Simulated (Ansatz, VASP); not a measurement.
## One calculation of KI, two programs

INCAR

```
SYSTEM = KI
  ALGO = Fast
  EDIFF = 1E-6
  EDIFFG = -0.01
  ENCUT = 600
  GGA = RP
  IBRION = 2
  ISIF = 3
  ISMEAR = -1
  IVDW = 13
  LASPH = .True.
  LCHARG = .False.
  LREAL = .False.
  LWAVE = .False.
  NELM = 60
  NSW = 40
  PREC = Accurate
  SIGMA = 0.05
```

File KPOINTS:

```
k-points
0
Gamma
  7 7 7
  0 0 0
```

Contents of POSCAR:

```
KI
1.0
    0.0000000000      3.5327750000      3.5327750000
    3.5327750000      0.0000000000      3.5327750000
    3.5327750000      3.5327750000      0.0000000000
I K
1 1
Direct
    0.5000000000      0.5000000000      0.5000000000
    0.0000000000      0.0000000000      0.0000000000
```

input.yaml

```yaml
crystal:
  lattice:
    - [0.0, 3.532775, 3.532775]
    - [3.532775, 0.0, 3.532775]
    - [3.532775, 3.532775, 0.0]
  atoms:
    - { symbol: I, position: [0.5, 0.5, 0.5] }
    - { symbol: K, position: [0.0, 0.0, 0.0] }
hamiltonian:
  xc: rpbe
  pseudopotentials: { kind: paw }
  dispersion: d4
kpoints:
  mp_grid: { grid: [7, 7, 7] }
scf:
  occupations: { method: fermi_dirac, width: 0.05 }
output:
  forces: true
  stress: true
  eigenvalues: true
  write_density: true
  write_potential: true
  elf: true
  volumetric_format: npy
relax:
  f_tol: 0.01
  max_steps: 40
  cell: { stress_tol: 0.05 }
```

Alike in both runs: task relaxation of cell and atoms; functional RPBE; dispersion D4; k mesh 7 × 7 × 7; occupations fermi-dirac, width 0.05 eV; no spin polarisation.

```csv
,VASP,Ansatz
version,VASP 6.6.1,Ansatz 0.2.0
potentials or method,"VASP PAW PBE potentials, release 64 (I, K_sv)",Ansatz PAW
plane-wave cutoff (eV),600,420
valence electrons in the cell,16,26
```

Ansatz gave:

* gap on the k mesh at the Fermi level, each at its own relaxed structure (eV): 4.17
* relaxed volume (Å³/atom): 46.24
* relaxed cell length with the largest relative difference (Å): 5.076
* energy change over the relaxation (meV/atom): -4

Task: What did VASP give for the same quantities?

Result: gap on the k mesh at the Fermi level, each at its own relaxed structure (eV): 4.16; relaxed volume (Å³/atom): 46.38; relaxed cell length with the largest relative difference (Å): 5.081; energy change over the relaxation (meV/atom): -4.

The two sets of potentials don't hold the same shells in valence.

Caveats: spin-orbit coupling is left out, which moves the levels of the heavy elements; the PAW data sets were made with another functional, which shifts forces and pressure a little (VASP); an odd mesh through Γ misses points on the zone boundary, where band edges often lie (VASP); odd divisions of the mesh miss points on the zone boundary, where band edges often lie, so the gap on the mesh can be too wide (Ansatz); the plane-wave basis is chosen anew once the cell has moved, so the energies of steps on either side of that aren't comparable (Ansatz); the PAW data sets come from PBE, with cores solved anew for the run's functional, which leaves a small shift of forces and pressure (Ansatz). RPBE gaps usually lie below the measured ones, often by a third to a half.
